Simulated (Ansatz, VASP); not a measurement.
N: VASP beside Ansatz

```xyz
1
Lattice="0.0000 1.6079 1.6079 1.6079 0.0000 1.6079 1.6079 1.6079 0.0000" Properties=species:S:1:pos:R:3 pbc="T T T"
N     0.0000    0.0000    0.0000
```

Alike in both runs: task single point; functional PBE; k mesh 22 × 22 × 22; occupations gaussian, width 0.1 eV; no spin polarisation.

```csv
,VASP,Ansatz
version,VASP 6.6.1,Ansatz 0.2.0
potentials or method,"VASP PAW PBE potentials, release 64 (N)","scalar-relativistic, plane waves, PAW"
plane-wave cutoff (eV),520,420
valence electrons in the cell,5,5
```

Ansatz gave:

```
gap on the k mesh at the Fermi level (eV) : none
pressure (GPa)                            : -13.3
```

What did VASP give for the same quantities?

gap on the k mesh at the Fermi level (eV): none; pressure (GPa): -13.6.

A gap of «none» marks a metal or a gap that the smearing closes. The functional is the same, so the differences come from potentials, cutoffs and numerics.
